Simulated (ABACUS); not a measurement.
# TePb (Fm-3m) in ABACUS: settings compared

The runs below take TePb through band structure, with r2SCAN, rSCAN.

Program: ABACUS 3.10.1. These are calculated values, not measurements. Logs are shortened: lines on timing, memory, paths and dates and some standing lists are left out, and cuts for length are marked.

**What was measured.**

A printed reference work, monograph reports, for a bulk crystal of TePb at 4.2 K: band gap 0.19 eV (direct).

The results are compared with them further down.

### Step 1. Starting point

The structure is cubic, space group Fm-3m (No. 225). Conventional cell: a = 6.462 Å, b = 6.462 Å, c = 6.462 Å, α = 90.00°, β = 90.00°, γ = 90.00°. Pb (site symmetry m-3m) is surrounded by 6 Te at 3.23 Å. Te (site symmetry m-3m) is surrounded by 6 Pb at 3.23 Å.

### Step 2. Band structure, r2SCAN

File INPUT:

```
INPUT_PARAMETERS
suffix              TePb
calculation         nscf
basis_type          pw
pseudo_dir          ./
symmetry            -1
dft_functional      MGGA_X_R2SCAN+MGGA_C_R2SCAN
ecutwfc             96.0
pseudo_rcut         10
nspin               1
nbands              25
ks_solver           dav
smearing_method     fd
smearing_sigma      0.00367493
scf_thr             1e-08
scf_nmax            100
mixing_type         broyden
mixing_beta         0.7
mixing_tau          1
init_chg            file
pw_diag_thr         1e-07
out_band            1
kpar                4
```

File STRU:

```
ATOMIC_SPECIES
Pb 207.2000 Pb_ONCV_PBE-1.2.upf
Te 127.6000 Te_ONCV_PBE-1.2.upf

LATTICE_CONSTANT
1.8897261246

LATTICE_VECTORS
0.0000000000 3.2310000000 3.2310000000
3.2310000000 0.0000000000 3.2310000000
3.2310000000 3.2310000000 0.0000000000

ATOMIC_POSITIONS
Direct

Pb
0.0
1
0.0000000000 0.0000000000 0.0000000000 1 1 1

Te
0.0
1
0.5000000000 0.5000000000 0.5000000000 1 1 1
```

File KPT:

```
K_POINTS
12
Line
0.00000000 0.00000000 0.00000000 10 // G
0.50000000 0.00000000 0.50000000 10 // X
0.50000000 0.25000000 0.75000000 10 // W
0.37500000 0.37500000 0.75000000 10 // K
0.00000000 0.00000000 0.00000000 10 // G
0.50000000 0.50000000 0.50000000 10 // L
0.62500000 0.25000000 0.62500000 10 // U
0.50000000 0.25000000 0.75000000 10 // W
0.50000000 0.50000000 0.50000000 10 // L
0.37500000 0.37500000 0.75000000 1 // K
0.62500000 0.25000000 0.62500000 10 // U
0.50000000 0.00000000 0.50000000 1 // X
```

Potentials or basis: SG15 ONCV 1.2 PBE, plane waves.

Started as:

```sh
OMP_NUM_THREADS=1 mpirun -np 4 abacus > log
```

running log:

```text
ABACUS v3.10.1

               Atomic-orbital Based Ab-initio Computation at UStc

 ------------------------------------------------------------------------------------

 READING GENERAL INFORMATION
                           global_out_dir = OUT.TePb/
                           global_in_card = INPUT
                               pseudo_dir = ./
                              orbital_dir =
                                    DSIZE = 4
                                    GSIZE = 1

 READING UNITCELL INFORMATION
                                    ntype = 2
                  lattice constant (Bohr) = 1.88973
              lattice constant (Angstrom) = 1

 READING ATOM TYPE 1
                               atom label = Pb
                      L=0, number of zeta = 1
                      L=1, number of zeta = 1
                      L=2, number of zeta = 1
             number of atom for this type = 1

 READING ATOM TYPE 2
                               atom label = Te
                      L=0, number of zeta = 1
                      L=1, number of zeta = 1
                      L=2, number of zeta = 1
             number of atom for this type = 1

                        TOTAL ATOM NUMBER = 2
DIRECT COORDINATES
    atom                   x                   y                   z     mag                  vx                  vy                  vz
taud_Pb1            0.0000000000        0.0000000000        0.0000000000  0.0000        0.0000000000        0.0000000000        0.0000000000
taud_Te1            0.5000000000        0.5000000000        0.5000000000  0.0000        0.0000000000        0.0000000000        0.0000000000

                          Volume (Bohr^3) = 455.237
                             Volume (A^3) = 67.4591

 Lattice vectors: (Cartesian coordinate: in unit of a_0)
                   +0              +3.231              +3.231
               +3.231                  +0              +3.231
               +3.231              +3.231                  +0
 Reciprocal vectors: (Cartesian coordinate: in unit of 2 pi/a_0)
            -0.154751           +0.154751           +0.154751
            +0.154751           -0.154751           +0.154751
            +0.154751           +0.154751           -0.154751
 The esolver type has been set to : ksdft_pw

                PAO radial cut off (Bohr) = 10

 Read in pseudopotential file is Pb_ONCV_PBE-1.2.upf
                     pseudopotential type = NC
          exchange-correlation functional = PBE
                 nonlocal core correction = 0
                        valence electrons = 14
                                     lmax = 3
                           number of zeta = 0
                     number of projectors = 8
                           L of projector = 0
                           L of projector = 0
                           L of projector = 1
                           L of projector = 1
                           L of projector = 2
                           L of projector = 2
                           L of projector = 3
                           L of projector = 3
 XC functional updated to : MGGA_X_R2SCAN+MGGA_C_R2SCAN
          exchange-correlation functional = MGGA_X_R2SCAN+MGGA_C_R2SCAN
                PAO radial cut off (Bohr) = 10

 Read in pseudopotential file is Te_ONCV_PBE-1.2.upf
                     pseudopotential type = NC
          exchange-correlation functional = PBE
                 nonlocal core correction = 0
                        valence electrons = 16
                                     lmax = 2
                           number of zeta = 0
                     number of projectors = 6
                           L of projector = 0
                           L of projector = 0
                           L of projector = 1
                           L of projector = 1
                           L of projector = 2
                           L of projector = 2
 XC functional updated to : MGGA_X_R2SCAN+MGGA_C_R2SCAN
          exchange-correlation functional = MGGA_X_R2SCAN+MGGA_C_R2SCAN
     initial pseudo atomic orbital number = 0

 SETUP THE ELECTRONS NUMBER
            electron number of element Pb = 14
      total electron number of element Pb = 14
            electron number of element Te = 16
      total electron number of element Te = 16
            AUTOSET number of electrons:  = 30
                           occupied bands = 15
                                   NBANDS = 25
                                   NLOCAL = 18

%%%%%%%%%%%%%%%%%%%%%%%%%%%%%%%%%%%%%%%%%%%%%%%%%%%%%%%%%%%%%%%%%%%%%%%%%%%%%%%%%%%%%%%%%%%%%%%%%%%%%%%%%%
 Warning: the number of valence electrons in pseudopotential > 4 for Pb: [Xe] 4f14 5d10 6s2 6p2
 Warning: the number of valence electrons in pseudopotential > 6 for Te: [Kr] 4d10 5s2 5p4
 Pseudopotentials with additional electrons can yield (more) accurate outcomes, but may be less efficient.
 If you're confident that your chosen pseudopotential is appropriate, you can safely ignore this warning.
%%%%%%%%%%%%%%%%%%%%%%%%%%%%%%%%%%%%%%%%%%%%%%%%%%%%%%%%%%%%%%%%%%%%%%%%%%%%%%%%%%%%%%%%%%%%%%%%%%%%%%%%%%

 SETUP THE PLANE WAVE BASIS
 energy cutoff for charge/potential (unit:Ry) = 384
            fft grid for charge/potential = [ 54, 54, 54 ]
                        fft grid division = [ 1, 1, 1 ]
        big fft grid for charge/potential = [ 54, 54, 54 ]
                                     nbxx = 157464
                                     nrxx = 157464

 SETUP PLANE WAVES FOR CHARGE/POTENTIAL
                    number of plane waves = 57655
                         number of sticks = 1969

 PARALLEL PW FOR CHARGE/POTENTIAL
     PROC   COLUMNS(POT)             PW
        1           1969          57655
 --------------- sum -------------------
        1           1969          57655
                            number of |g| = 486
                                  max |g| = 34.6765
                                  min |g| = 0

----------- Double Check Mixing Parameters Begin ------------
mixing_type: broyden
mixing_beta: 0.7
mixing_gg0: 1
mixing_gg0_min: 0.1
mixing_ndim: 8
----------- Double Check Mixing Parameters End ------------

 SETUP K-POINTS
                                    nspin = 1
                                   nkstot = 102
K-POINTS DIRECT COORDINATES
 KPOINTS    DIRECT_X    DIRECT_Y    DIRECT_Z  WEIGHT
       1  0.00000000  0.00000000  0.00000000  1.0000
       2  0.05000000  0.00000000  0.05000000  1.0000
       3  0.10000000  0.00000000  0.10000000  1.0000
       4  0.15000000  0.00000000  0.15000000  1.0000
       5  0.20000000  0.00000000  0.20000000  1.0000
       6  0.25000000  0.00000000  0.25000000  1.0000
[... 22 lines left out ...]
      29  0.40000000  0.35000000  0.75000000  1.0000
      30  0.38750000  0.36250000  0.75000000  1.0000
[... 72 further k points ...]

           k-point number in this process = 26
       minimum distributed K point number = 25

[... K-POINTS CARTESIAN COORDINATES: 26 rows ...]

[... K-POINTS DIRECT COORDINATES: 26 rows ...]

 SETUP PLANE WAVES FOR WAVE FUNCTIONS
     energy cutoff for wavefunc (unit:Ry) = 96
              fft grid for wave functions = [ 54, 54, 54 ]
                    number of plane waves = 8609
                         number of sticks = 559

 PARALLEL PW FOR WAVE FUNCTIONS
     PROC   COLUMNS(POT)             PW
        1            559           8609
 --------------- sum -------------------
        1            559           8609

 SETUP NONLOCAL PSEUDOPOTENTIALS IN PLANE WAVE BASIS
 Pb non-local projectors:
 projector 1 L=0
 projector 2 L=0
 projector 3 L=1
 projector 4 L=1
 projector 5 L=2
 projector 6 L=2
 projector 7 L=3
 projector 8 L=3
 Te non-local projectors:
 projector 1 L=0
 projector 2 L=0
 projector 3 L=1
 projector 4 L=1
 projector 5 L=2
 projector 6 L=2
      TOTAL NUMBER OF NONLOCAL PROJECTORS = 50

 Init Non-Local PseudoPotential table :
 Init Non-Local-Pseudopotential done.

                                     npwx = 7283

 -------------------------------------------
 NONSELF-CONSISTENT
 -------------------------------------------
                                 init_chg = file
 try to read charge from file
 Read in the charge density: OUT.TePb//TePb-CHARGE-DENSITY.restart
 try to read kinetic energy density from file
 Read in the kinetic energy density: OUT.TePb//TePb-TAU-DENSITY.restart

 PW ALGORITHM --------------- ION=   1  ELEC=   1--------------------------------

 k(1/102) Iter steps (avg)=12 threshold=1e-07

 k(2/102) Iter steps (avg)=12 threshold=1e-07
 k(3/102) Iter steps (avg)=12 threshold=1e-07
 k(4/102) Iter steps (avg)=13 threshold=1e-07
 k(5/102) Iter steps (avg)=15 threshold=1e-07

 k(6/102) Iter steps (avg)=20 threshold=1e-07
 k(7/102) Iter steps (avg)=21 threshold=1e-07
 k(8/102) Iter steps (avg)=20 threshold=1e-07
 k(9/102) Iter steps (avg)=19 threshold=1e-07
 k(10/102) Iter steps (avg)=18 threshold=1e-07
 k(11/102) Iter steps (avg)=18 threshold=1e-07
 k(12/102) Iter steps (avg)=19 threshold=1e-07
 k(13/102) Iter steps (avg)=23 threshold=1e-07
 k(14/102) Iter steps (avg)=18 threshold=1e-07
 k(15/102) Iter steps (avg)=20 threshold=1e-07
 k(16/102) Iter steps (avg)=20 threshold=1e-07
 k(17/102) Iter steps (avg)=17 threshold=1e-07
 k(18/102) Iter steps (avg)=14 threshold=1e-07
 k(19/102) Iter steps (avg)=14 threshold=1e-07
 k(20/102) Iter steps (avg)=14 threshold=1e-07
 k(21/102) Iter steps (avg)=14 threshold=1e-07
 k(22/102) Iter steps (avg)=15 threshold=1e-07
 k(23/102) Iter steps (avg)=14 threshold=1e-07
 k(24/102) Iter steps (avg)=15 threshold=1e-07
 k(25/102) Iter steps (avg)=16 threshold=1e-07
 k(26/102) Iter steps (avg)=16 threshold=1e-07
[... levels at 26 k points of this process ...]

 Density error is 0.00000000000
                          Error Threshold = 1.00000000000e-07
----------------------------------------------------------
     Energy           Rydberg                 eV
----------------------------------------------------------
 E_KohnSham     -286.3365202675      -3895.8082211300
 E_KS(sigma->0) -286.3365202356      -3895.8082206962
 E_Harris       -286.3365202675      -3895.8082211300
 E_band         -21.3699638331       -290.7532741848
 E_one_elec     -112.6394402791      -1532.5382073267
 E_Hartree      67.1037991535        912.9940259348
 E_xc           -31.1151880420       -423.3438517124
 E_Ewald        -209.6856910361      -2852.9201871582
 E_entropy(-TS) -0.0000000638        -0.0000008676
 E_descf        0.0000000000         0.0000000000
 E_exx          0.0000000000         0.0000000000
 E_Fermi        0.7254785813         9.8706424821
----------------------------------------------------------

 charge density convergence is achieved
 final etot is -3895.8082211 eV
 EFERMI = 9.8706424821 eV

 STATE ENERGY(eV) AND OCCUPATIONS    NSPIN == 1
 1/26 kpoint (Cartesian) = 0.0000 0.0000 0.0000 (7239 pws)
       1       -26.1752      0.0196078
       2       -26.1752      0.0196078
       3       -26.1641      0.0196078
       4       -26.1641      0.0196078
       5       -26.1641      0.0196078
       6       -7.12502      0.0196078
[... 17 lines left out ...]
      24        18.4072    1.39457e-76
      25        18.4072    1.39457e-76

 2/26 kpoint (Cartesian) = 0.0000 0.015475 0.0000 (7271 pws)
       1       -26.1752      0.0196078
       2       -26.1752      0.0196078
       3       -26.1641      0.0196078
       4       -26.1641      0.0196078
       5       -26.1641      0.0196078
       6       -7.12641      0.0196078
[... 17 lines left out ...]
      24        18.4351    7.99435e-77
      25        18.8013    5.26780e-80

 3/26 kpoint (Cartesian) = 0.0000 0.030950 0.0000 (7251 pws)
       1       -26.1752      0.0196078
       2       -26.1751      0.0196078
       3       -26.1642      0.0196078
       4       -26.1640      0.0196078
       5       -26.1640      0.0196078
       6       -7.13071      0.0196078
[... 17 lines left out ...]
      24        18.5186    1.50488e-77
      25        19.9131        0.00000

 4/26 kpoint (Cartesian) = 0.0000 0.046425 0.0000 (7243 pws)
       1       -26.1752      0.0196078
       2       -26.1751      0.0196078
       3       -26.1642      0.0196078
       4       -26.1639      0.0196078
       5       -26.1639      0.0196078
       6       -7.13817      0.0196078
[... 17 lines left out ...]
      24        19.2719    4.30272e-84
      25        21.3747        0.00000

 5/26 kpoint (Cartesian) = 0.0000 0.061900 0.0000 (7271 pws)
       1       -26.1752      0.0196078
       2       -26.1750      0.0196078
       3       -26.1642      0.0196078
       4       -26.1637      0.0196078
       5       -26.1637      0.0196078
       6       -7.14882      0.0196078
[... 17 lines left out ...]
      24        20.1680        0.00000
      25        22.9585        0.00000

 6/26 kpoint (Cartesian) = 0.0000 0.077375 0.0000 (7283 pws)
       1       -26.1752      0.0196078
       2       -26.1749      0.0196078
       3       -26.1643      0.0196078
       4       -26.1635      0.0196078
       5       -26.1635      0.0196078
       6       -7.16215      0.0196078
[... 17 lines left out ...]
      24        21.1465        0.00000
      25        24.3587        0.00000

[... levels at 20 further k points ...]

 --------------------------------------------
 !FINAL_ETOT_IS -3895.808221130046 eV
 --------------------------------------------

 Output bands in file: OUT.TePb/BANDS_1.dat
```

Wall time 1.9 min (4 MPI ranks of Intel Xeon Platinum 8488C (Sapphire Rapids), shared host); peak memory 0.84 GiB.

What came out:

```yaml
Band_gap_along_the_path: 1.13 eV, direct
```

Levels at the corners of the path, in eV from the Fermi level:
```csv
point,band 12,band 13,band 14,band 15,band 16,band 17,band 18,band 19
Γ,-6.58,-1.87,-1.87,-1.87,3.83,3.83,3.83,6.18
X,-8.30,-4.99,-3.30,-3.30,3.51,5.24,5.24,6.52
W,-8.99,-4.27,-4.27,-0.86,1.42,5.22,5.22,6.89
K,-8.96,-4.60,-2.78,-2.57,3.39,3.55,5.30,5.80
Γ,-6.58,-1.87,-1.87,-1.87,3.83,3.83,3.83,6.18
L,-9.56,-1.34,-1.34,-0.56,0.56,1.02,1.02,8.71
U,-8.96,-4.60,-2.78,-2.57,3.39,3.55,5.30,5.80
W,-8.99,-4.27,-4.27,-0.86,1.42,5.22,5.22,6.89
L,-9.56,-1.34,-1.34,-0.56,0.56,1.02,1.02,8.71
K,-8.96,-4.60,-2.78,-2.57,3.39,3.55,5.30,5.80
U,-8.96,-4.60,-2.78,-2.57,3.39,3.55,5.30,5.80
X,-8.30,-4.99,-3.30,-3.30,3.51,5.24,5.24,6.52
```

Caveat: the density is read from an earlier self-consistent run, whose mesh may be coarse; spin-orbit coupling is left out, which moves the levels of the heavy elements.

### Step 3. Band structure, rSCAN

INPUT: that of step 2 with these lines changed.

```diff
@@ -6,3 +6,3 @@
 symmetry            -1
-dft_functional      MGGA_X_R2SCAN+MGGA_C_R2SCAN
+dft_functional      MGGA_X_RSCAN+MGGA_C_RSCAN
 ecutwfc             96.0
```

STRU: that of step 2 with these lines changed.

```diff
@@ -13,3 +13,3 @@
 ATOMIC_POSITIONS
-Direct
+Cartesian
 
@@ -23,2 +23,2 @@
 1
-0.5000000000 0.5000000000 0.5000000000 1 1 1
+3.2310000000 3.2310000000 3.2310000000 1 1 1
```

KPT is that of step 2.

Potentials or basis: SG15 ONCV 1.2 PBE, plane waves.

Started as:

```sh
OMP_NUM_THREADS=1 mpirun -np 4 abacus > log
```

Wall time 84 s (4 MPI ranks of AMD EPYC 9R14 (Zen 4), shared host); peak memory 0.84 GiB.

The run converged. Its results:

| Quantity | Value |
| --- | --- |
| Band gap along the path | 1.10 eV, direct |

Levels at the corners of the path, in eV from the Fermi level:
| point | band 13 | band 14 | band 15 | band 16 | band 17 | band 18 |
| --- | --- | --- | --- | --- | --- | --- |
| Γ | -1.85 | -1.85 | -1.85 | 3.82 | 3.82 | 3.82 |
| X | -4.98 | -3.29 | -3.29 | 3.51 | 5.23 | 5.23 |
| W | -4.26 | -4.26 | -0.85 | 1.41 | 5.22 | 5.22 |
| K | -4.59 | -2.77 | -2.56 | 3.38 | 3.55 | 5.30 |
| Γ | -1.85 | -1.85 | -1.85 | 3.82 | 3.82 | 3.82 |
| L | -1.32 | -1.32 | -0.55 | 0.55 | 1.02 | 1.02 |
| U | -4.59 | -2.77 | -2.56 | 3.38 | 3.55 | 5.30 |
| W | -4.26 | -4.26 | -0.85 | 1.41 | 5.22 | 5.22 |
| L | -1.32 | -1.32 | -0.55 | 0.55 | 1.02 | 1.02 |
| K | -4.59 | -2.77 | -2.56 | 3.38 | 3.55 | 5.30 |
| U | -4.59 | -2.77 | -2.56 | 3.38 | 3.55 | 5.30 |
| X | -4.98 | -3.29 | -3.29 | 3.51 | 5.23 | 5.23 |

Caveat: the density is read from an earlier self-consistent run, whose mesh may be coarse; spin-orbit coupling is left out, which moves the levels of the heavy elements.

### Step 4. Comparison with measurements

Step 2. Measured gap of TePb: 0.19 eV (direct; 4.2 K; a printed reference work, monograph). This calculation gives 1.13 eV (+0.94 eV). Spin-orbit coupling on Pb, Te is left out. The value is that of r2SCAN, without temperature or zero-point motion.

Step 3. Against the measured gap of TePb, 0.19 eV (direct; 4.2 K; a printed reference work, monograph), the calculated 1.10 eV is off by +0.91 eV. Spin-orbit coupling on Pb, Te is left out. The value is that of rSCAN, without temperature or zero-point motion.
